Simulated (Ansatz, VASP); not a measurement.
## One calculation of Si4Ge, two programs

```xyz
5
Lattice="-3.1632 3.1632 2.0006 3.1632 -3.1632 2.0006 3.1632 3.1632 -2.0006" Properties=species:S:1:pos:R:3 pbc="T T T"
Si    4.4285    0.6326    0.0000
Si   -1.2653    2.5305    2.0006
Si    2.5305    1.2653    2.0006
Si    0.6326    1.8979    0.0000
Ge    0.0000    0.0000    2.0006
```

Alike in both runs: task single point; functional PBE; k mesh 6 × 6 × 6; occupations gaussian, width 0.1 eV; no spin polarisation.

```csv
,VASP,Ansatz
version,VASP 6.6.1,Ansatz 0.2.0
potentials or method,"VASP PAW PBE potentials, release 64 (Si, Ge_d)","scalar-relativistic, plane waves, PAW"
plane-wave cutoff (eV),520,420
valence electrons in the cell,30,30
```

|  | VASP | Ansatz | Ansatz less VASP |
| --- | --- | --- | --- |
| gap on the k mesh at the Fermi level (eV) | none | none | - |
| pressure (GPa) | -2.5 | -2.5 | 0.00 |
| largest component of the traceless stress (GPa) | 0.34 | 0.34 | +0.002 |
| rms of the force components (eV/Å) | 0.110 | 0.110 | -0.0005 |

Atom by atom the forces differ by 0.001 eV/Å (rms over components). A gap of «none» marks a metal or a gap that the smearing closes.
